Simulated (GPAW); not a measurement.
# Quasiparticle gap of KCl (Fm-3m) in GPAW

Aim: the G0W0 gap of KCl (Fm-3m) on PBE, step by step.

Calculated with GPAW 26.7.0; PBE and many-body steps on it, plane waves.

This is a report of a sequence of runs, with most program output left out.

## Step 1: The structure

Symmetry: Fm-3m, No. 225, cubic system. Conventional cell: a = 6.293 Å, b = 6.293 Å, c = 6.293 Å, α = 90.00°, β = 90.00°, γ = 90.00°. Nearest to K lie 6 Cl at 3.15 Å. Cl has 6 K at 3.15 Å nearest. Farther neighbours and most contacts between anions are not listed.

The cell and positions come from the Crystallography Open Database and are kept as given unless a step says otherwise.

## Step 2: Ground state

This step: GPAW 26.7.0; DFT, PBE, plane waves, PAW.

The ground-state density comes first.

File run.py:

```python
import json
import numpy as np
from gpaw.mpi import world
from ase import Atoms
from gpaw import GPAW, PW, FermiDirac

atoms = Atoms(['K', 'Cl'],
    cell=[[0.0000000000, 3.1464700000, 3.1464700000],
      [3.1464700000, 0.0000000000, 3.1464700000],
      [3.1464700000, 3.1464700000, 0.0000000000]],
    scaled_positions=[[0.0000000000, 0.0000000000, 0.0000000000],
      [0.5000000000, 0.5000000000, 0.5000000000]],
    pbc=(True, True, True))
calc = GPAW(mode=PW(450),
    xc='PBE',
    kpts={'size': (6, 6, 6), 'gamma': True},
    occupations=FermiDirac(0.001),
    nbands=-7,
    convergence={'density': 1e-6, 'bands': -3},
    maxiter=100,
    txt='gs.txt')
atoms.calc = calc
res = {'energy': atoms.get_potential_energy()}
kpts = calc.get_ibz_k_points()
res['kpts'] = kpts
res['eigenvalues'] = [calc.get_eigenvalues(kpt=k) for k in range(len(kpts))]
res['n_electrons'] = calc.get_number_of_electrons()
calc.write('gs.gpw')

if world.rank == 0:
    with open('result.json', 'w') as f:
        json.dump(res, f, default=lambda x: x.tolist())
```

Run with:

```sh
mpirun -n 8 gpaw python run.py
```

Run time: 4.8 s. Hardware: 8 MPI ranks of Arm Neoverse V2, shared host; peak memory 1.2 GiB.

This step gave:

| Item | Value |
| --- | --- |
| total energy | -6.935 eV |
| gap | 5.194 eV |
| k of the valence top | 0, 0, 0 |
| k of the conduction bottom | 0, 0, 0 |
| least direct gap | 5.194 eV |

The gap is direct, at Γ.

## Step 3: Bands along the symmetry lines

Levels along a band path, at the cheap level, show where the edges lie and whether the meshes to come will hold them.

File run.py:

```python
import json
import numpy as np
from gpaw.mpi import world
from gpaw import GPAW

path = [[0.000000, 0.000000, 0.000000],
    [0.062500, 0.000000, 0.062500],
    [0.125000, 0.000000, 0.125000],
    [0.187500, 0.000000, 0.187500],
    [0.250000, 0.000000, 0.250000],
    [0.312500, 0.000000, 0.312500],
    [0.375000, 0.000000, 0.375000],
    [0.437500, 0.000000, 0.437500],
    [0.500000, 0.000000, 0.500000],
    [0.515625, 0.031250, 0.515625],
    [0.531250, 0.062500, 0.531250],
    [0.546875, 0.093750, 0.546875],
    [0.562500, 0.125000, 0.562500],
    [0.578125, 0.156250, 0.578125],
    [0.593750, 0.187500, 0.593750],
    [0.609375, 0.218750, 0.609375],
    [0.625000, 0.250000, 0.625000],
    [0.375000, 0.375000, 0.750000],
    [0.328125, 0.328125, 0.656250],
    [0.281250, 0.281250, 0.562500],
    [0.234375, 0.234375, 0.468750],
    [0.187500, 0.187500, 0.375000],
    [0.140625, 0.140625, 0.281250],
    [0.093750, 0.093750, 0.187500],
    [0.046875, 0.046875, 0.093750],
    [0.000000, 0.000000, 0.000000],
    [0.062500, 0.062500, 0.062500],
    [0.125000, 0.125000, 0.125000],
    [0.187500, 0.187500, 0.187500],
    [0.250000, 0.250000, 0.250000],
    [0.312500, 0.312500, 0.312500],
    [0.375000, 0.375000, 0.375000],
    [0.437500, 0.437500, 0.437500],
    [0.500000, 0.500000, 0.500000],
    [0.500000, 0.468750, 0.531250],
    [0.500000, 0.437500, 0.562500],
    [0.500000, 0.406250, 0.593750],
    [0.500000, 0.375000, 0.625000],
    [0.500000, 0.343750, 0.656250],
    [0.500000, 0.312500, 0.687500],
    [0.500000, 0.281250, 0.718750],
    [0.500000, 0.250000, 0.750000],
    [0.500000, 0.218750, 0.718750],
    [0.500000, 0.187500, 0.687500],
    [0.500000, 0.156250, 0.656250],
    [0.500000, 0.125000, 0.625000],
    [0.500000, 0.093750, 0.593750],
    [0.500000, 0.062500, 0.562500],
    [0.500000, 0.031250, 0.531250],
    [0.500000, 0.000000, 0.500000]]
calc = GPAW('gs.gpw').fixed_density(kpts=path,
    symmetry='off',
    nbands=18,
    convergence={'bands': 14},
    txt='bands.txt')
res = {}
kpts = calc.get_ibz_k_points()
res['kpts'] = kpts
res['eigenvalues'] = [calc.get_eigenvalues(kpt=k) for k in range(len(kpts))]
res['n_electrons'] = calc.get_number_of_electrons()

if world.rank == 0:
    with open('result.json', 'w') as f:
        json.dump(res, f, default=lambda x: x.tolist())
```

Run with:

```sh
mpirun -n 8 gpaw python run.py
```

The job ended after 5.8 s (8 MPI ranks; peak memory 1.2 GiB; 45 s of CPU time).

This step gave:

```yaml
gap: 5.194 eV
k_of_the_valence_top: 0, 0, 0
k_of_the_conduction_bottom: 0, 0, 0
least_direct_gap: 5.194 eV
```

The gap is 5.194 eV, as in the run before at this level.

The electronic bands at the labelled points (eV, zero at the top of the highest filled band; v1 is the highest filled band, c1 the lowest empty one):

```tsv
point	v4	v3	v2	v1	c1	c2	c3	c4
Γ	-10.66	0.00	0.00	0.00	5.19	8.36	8.36	8.36
halfway	-10.59	-0.63	-0.13	-0.13	6.65	7.24	9.64	9.82
X	-10.72	-0.66	-0.22	-0.22	6.53	8.34	10.06	10.16
halfway	-10.68	-0.63	-0.32	-0.24	6.74	8.60	9.70	10.33
U	-10.61	-0.56	-0.55	-0.29	7.27	9.06	9.30	10.05
jump to K	-10.61	-0.56	-0.55	-0.29	7.27	9.06	9.30	10.05
halfway	-10.51	-0.69	-0.24	-0.20	6.89	7.97	9.18	9.84
Γ	-10.66	0.00	0.00	0.00	5.19	8.36	8.36	8.36
halfway	-10.54	-0.58	-0.17	-0.17	6.45	8.15	9.10	9.10
L	-10.42	-1.05	-0.32	-0.32	7.58	8.60	10.47	10.47
halfway	-10.51	-0.84	-0.40	-0.33	7.84	8.34	10.04	10.12
W	-10.57	-0.48	-0.47	-0.47	8.03	8.03	9.44	9.84
halfway	-10.64	-0.61	-0.36	-0.31	6.95	8.80	9.33	10.30
X	-10.72	-0.66	-0.22	-0.22	6.53	8.34	10.06	10.16
```

## Step 4: Empty states on the mesh, 4×4×4 mesh, 269 bands

The sums over transitions need many empty states on a uniform mesh; this step solves for them.

File run.py:

```python
import json
import numpy as np
from gpaw.mpi import world
from gpaw import GPAW

calc = GPAW('gs.gpw').fixed_density(kpts={'size': (4, 4, 4), 'gamma': True},
    parallel={'domain': 1, 'band': 1},
    txt='nscf.txt')
calc.diagonalize_full_hamiltonian(nbands=269)
calc.write('full.gpw', mode='all')
res = {}
kpts = calc.get_ibz_k_points()
res['kpts'] = kpts
res['eigenvalues'] = [calc.get_eigenvalues(kpt=k) for k in range(len(kpts))]
res['n_electrons'] = calc.get_number_of_electrons()

if world.rank == 0:
    with open('result.json', 'w') as f:
        json.dump(res, f, default=lambda x: x.tolist())
```

Run with:

```sh
mpirun -n 8 gpaw python run.py
```

Elapsed: 7.9 s, on 8 MPI ranks; peak memory 2.1 GiB.

Numbers from this step:

```
gap                                                           : 5.194 eV
k of the valence top                                          : 0, 0, 0
k of the conduction bottom                                    : 0, 0, 0
least direct gap                                              : 5.194 eV
k points computed                                             : 8
lowest point of the top converged band, above the valence top : 144.1487 eV
```

On this mesh the gap is 5.194 eV.

## Step 5: Screening and self-energy, 4×4×4 mesh, 259 bands, screening to 150 eV

Now the one-shot GW correction: screening in the RPA, then the self-energy of the levels asked for.

This step: G0W0 on PBE, plane waves, PAW.

File run.py:

```python
import json
import numpy as np
from gpaw.mpi import world
from gpaw.response.g0w0 import G0W0

gw = G0W0('full.gpw',
    filename='gw',
    kpts=[0],
    bands=(6, 10),
    ecut=150,
    nbands=259,
    integrate_gamma='WS',
    ppa=True)
gw.calculate()
res = {mode: {k: v for k, v in r.items() if k != 'sigma_eskwn'}
       for mode, r in gw.all_results.items()}

if world.rank == 0:
    with open('result.json', 'w') as f:
        json.dump(res, f, default=lambda x: x.tolist())
```

Run with:

```sh
mpirun -n 8 gpaw python run.py
```

Elapsed: 58 s, on 8 MPI ranks; peak memory 2.4 GiB.

Numbers from this step:

| Item | Value |
| --- | --- |
| G0W0 gap on the points computed | 7.996 eV |
| least direct G0W0 gap on the computed points | 7.996 eV |
| Z at the valence top | 0.8166 |
| Z at the conduction bottom | 0.8787 |
| starting gap on the mesh | 5.194 eV |
| k of the valence top | 0, 0, 0 |
| k of the conduction bottom | 0, 0, 0 |

The gap on the mesh goes from 5.19 eV to 8.00 eV, a correction of +2.80 eV.

Limits: finite bands, cutoff and mesh. v1 is the top filled band, c1 the lowest empty one. The levels before and after the correction (eV, zero at the valence-band top of each column):

```tsv
	conduction bottom	valence top
Kohn-Sham	5.19	0.00
G0W0	8.00	0.00
```

```tsv
	level	energy (eV)
Kohn-Sham	Γ v2-v1	0.000
Kohn-Sham	Γ c1	5.194
Kohn-Sham	Γ c2	8.359
G0W0	Γ v2-v1	0.000
G0W0	Γ c1	7.996
G0W0	Γ c2	12.141
```

## Step 6: Where the time went

Times are wall times on 8 MPI ranks of Arm Neoverse V2, shared host, good to a factor of about two.

```tsv
step	time	share	memory (GiB)
ground state	4.8 s	6 %	1.2
bands along the symmetry lines	5.8 s	8 %	1.2
empty states on the mesh	7.9 s	10 %	2.1
screening and self-energy	58 s	76 %	2.4
```

## Step 7: Results

| Quantity | Value |
| --- | --- |
| PBE gap | 5.19 eV, direct |
| G0W0 gap on the mesh | 8.00 eV |
| GW settings | 4×4×4 mesh, 259 bands, screening to 150 eV, Godby-Needs plasmon pole |
| known limits | not at the basis limit |

**Reading.** G0W0 moves the gap on the mesh from 5.19 eV to 8.00 eV (+2.80 eV), with Z of 0.82 and 0.88 at the edges. Only 1 of the mesh's irreducible points was corrected, so a valley elsewhere could overtake. The dearest step here is «screening and self-energy». Bands and cutoff are finite, so the gap is not at the basis limit. The miss can reach some tenths of an eV and take either sign; the mesh is an error of its own. These stock PAW sets were not made for GW. In the G0W0 run levels were corrected at 1 k point alone, so a gap called «on the mesh» is the least over those, and an edge elsewhere would be missed.

[Paths, hosts, dates, memory and timing lines, banners, echoed tables and standing remarks are left out of the program output.]

[Logs are printed without paths, hosts, clocks, repeated set-up lines and the standing remarks that a program may print on its own settings, such as how far it seeks lower states.]

[Runs of the session that timed out or met a known fault of the program may be left out.]

[Hosts, paths, dates, database ids (printed as entryN), source tags and the programs' standing remarks are cut or masked in the printed files.]
